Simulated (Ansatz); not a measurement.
# C: the cost of one run

Program: Ansatz 0.2.0. Level of theory: DFT PBE+D3(BJ), scalar-relativistic, plane waves, PAW. These are calculated values, not measurements.

The COD entry's cell or inner coordinates are ideal or old and differ from later refinements, so a difference from it is no clean test against experiment.

**1. The starting structure**

Symmetry: P-3m1, No. 164, trigonal system. The conventional cell has a = 2.470 Å, b = 2.470 Å, c = 20.034 Å, α = 90.00°, β = 90.00°, γ = 120.00°. Around C (site symmetry 3m) lie 3 C at 1.43 Å.

Coordinates:

```cif
data_structure
_symmetry_space_group_name_H-M 'P 1'
_symmetry_Int_Tables_number 1
_cell_length_a 2.4700
_cell_length_b 2.4700
_cell_length_c 20.0339
_cell_angle_alpha 90.000
_cell_angle_beta 90.000
_cell_angle_gamma 120.000
_cell_volume 105.85
loop_
_atom_site_label
_atom_site_type_symbol
_atom_site_fract_x
_atom_site_fract_y
_atom_site_fract_z
_atom_site_occupancy
C1 C 0.00000 0.00000 0.49915 1
C2 C 0.66667 0.33333 0.50085 1
```

Free-standing sheet.

**2. Relaxing the sheet and its cell in the plane**

Contents of input.yaml:

```yaml
crystal:
  lattice:
    - [2.46999881, 0.0, 0.0]
    - [-1.23499941, 2.13908172, 0.0]
    - [0.0, 0.0, 20.0339499929]
  atoms:
    - { symbol: C, position: [0.0, 0.0, 0.4991526885] }
    - { symbol: C, position: [0.66666667, 0.33333333, 0.5008473115] }
basis:
  ecutwfc: 420
  fft_grid_basis: typed
kpoints:
  mp_grid: { grid: [15, 15, 1] }
hamiltonian:
  xc: pbe
  dispersion: d3bj
scf:
  occupations: { method: gaussian, width: 0.05 }
output:
  forces: true
  eigenvalues: true
  stress: true
efield:
  axis: 3
  dipole_correction: true
  ramp_width: 0.04
relax:
  adjacent_minimum: "off"
  f_tol: 0.02
  max_steps: 60
  cell: { fix: [c, alpha, beta], stress_tol: 0.05 }
```

Launch:

```console
$ ansatz run input.yaml --threads 4 --pin off --max-ram 8192MiB --backend cpu --events-out ev --progress --plain --runs-dir out
```

What time and memory should one allow on 4 threads of AMD EPYC 9R45 (Zen 5), shared host?

About 2 s, with a peak of 0.46 GiB.
